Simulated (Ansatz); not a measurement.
# ZrB2 (P6/mmm): frozen displacement of one atom

A script is to give a frozen displacement of one atom; the system is ZrB2 (P6/mmm).

Computed with Ansatz 0.2.0, driven from Python. Level of theory: DFT PBE, plane waves, PAW.

## 1. Starting point

The structure is hexagonal, space group P6/mmm (No. 191). Conventional cell: a = 3.170 Å, b = 3.170 Å, c = 3.533 Å, α = 90.00°, β = 90.00°, γ = 120.00°. Zr (site symmetry 6/mmm) has 12 B at 2.54 Å as nearest neighbours. B (site symmetry -6m2) has 3 B at 1.83 Å and 6 Zr at 2.54 Å as nearest neighbours.

No structure file is read: the coordinates are typed or built in the script.

## 2. The code

File push_zrb2.py:

```python
"""Energy and force of ZrB2 as one atom is pushed off its site."""

import ansatz as az
import numpy as np


def main() -> None:
    crystal = (
        az.Lattice.of([3.17, 0.0, 0.0], [-1.585, 2.74530053, 0.0], [0.0, 0.0, 3.533])
        .atom("Zr", [0.0, 0.0, 0.0])
        .atom("B", [1 / 3, 2 / 3, 0.5])
        .atom("B", [2 / 3, 1 / 3, 0.5])
    )

    inverse = np.linalg.inv(np.array(crystal.lattice.vectors))
    home = np.array(crystal.sites[1].position)
    values = np.linspace(-0.05, 0.05, 5)
    energies, pulls = [], []
    for shift in values:
        moved = crystal.move(1, to=home + shift * inverse[1])
        calc = (
            moved.calculation()
            .basis(450)
            .functional(az.Functional.PBE)
            .kpoints(density=4.1)
            .occupations("fermi_dirac", width=50 * az.meV)
            .forces()
        )
        rep = calc.run().report
        energies.append(rep["free_energy_ev"])
        pulls.append(rep["forces_ev_ang"][1][1])

    # the force is minus the slope of the free energy
    print("shift (A)   dE (eV)   force along y (eV/A)")
    for shift, e, f in zip(values, energies, pulls):
        print(f"{shift:8.3f} {e - energies[2]:10.5f} {f:12.4f}")
    print(f"stiffness from energies {2 * np.polyfit(values, energies, 2)[0]:.3f}, from forces {-np.polyfit(values, pulls, 1)[0]:.3f} eV/A^2")


if __name__ == "__main__":
    main()
```

## 3. The input behind the calls

The engine receives this input (first run):

```yaml
crystal:
  lattice:
    - [3.17, 0.0, 0.0]
    - [-1.585, 2.74530053, 0.0]
    - [0.0, 0.0, 3.533]
  atoms:
    - { symbol: Zr, position: [0.0, 0.0, 0.0] }
    - { symbol: B, position: [0.3242268622104796, 0.6484537244209592, 0.5] }
    - { symbol: B, position: [0.6666666666666666, 0.3333333333333333, 0.5] }
basis:
  ecutwfc: 450.0
kpoints:
  mp_grid:
    kspacing: 0.24390243902439027
hamiltonian:
  xc: pbe
scf:
  occupations:
    method: fermi_dirac
    width: 0.05
output:
  forces: true
```

## 4. Running it

Run with:

```sh
$ python push_zrb2.py
```

Standard output:

```text
shift (A)   dE (eV)   force along y (eV/A)
  -0.050    0.01824       0.7205
  -0.025    0.00462       0.3670
   0.000    0.00000      -0.0000
   0.025    0.00474      -0.3821
   0.050    0.01924      -0.7804
stiffness from energies 14.993, from forces 15.003 eV/A^2
```

Wall time 21 s (1 thread of Arm Neoverse V2, shared host); peak memory 0.43 GiB.

## 5. Inputs of later runs

The engine's inputs for some of the other runs:

Run 2, against run 1:

```diff
@@ -8 +8 @@
-    - { symbol: B, position: [0.3242268622104796, 0.6484537244209592, 0.5] }
+    - { symbol: B, position: [0.3287800977719065, 0.657560195543813, 0.5] }
```

Run 3, against run 1:

```diff
@@ -8 +8 @@
-    - { symbol: B, position: [0.3242268622104796, 0.6484537244209592, 0.5] }
+    - { symbol: B, position: [0.3333333333333333, 0.6666666666666666, 0.5] }
```

Run 5, against run 1:

```diff
@@ -8 +8 @@
-    - { symbol: B, position: [0.3242268622104796, 0.6484537244209592, 0.5] }
+    - { symbol: B, position: [0.34243980445618705, 0.6848796089123741, 0.5] }
```

## 6. Run by run

The 5 runs, in the order started:

```tsv
run	shift of atom 2 from run 1 (Å)	energy from run 3 (meV/atom)	SCF cycles	CPU time (s)
1	0.000	6.08	6	4.9
2	0.025	1.54	6	4.8
3	0.050	0.00	6	1.3
4	0.075	1.58	6	4.7
5	0.100	6.41	6	4.7
```

Energies are free energies F = E - TS of the smeared occupations. 

## 7. Outcome

```
                                    quantity          value
                               runs compared              5
                             range of energy  6.41 meV/atom
lowest point, shift of atom 2 from run 1 (Å)          0.050
```

What this shows: The curvature of the energy gives 14.993 eV/Å² and the slope of the force 15.003 eV/Å², a positive curvature. What to keep in mind:
- For a metal this k-point mesh is coarse: on a finer one energies can move by several to tens of meV an atom and pressures by half a GPa or more, differences at one mesh by less.
- In a metal a curvature from energy changes of a few meV or less hangs on mesh and smearing, in size and even in sign.
- All periodic images of the atom move with it, so the curvature is one diagonal element of the zone-centre force constants and no normal mode; a positive value doesn't exclude soft modes in which several atoms move.
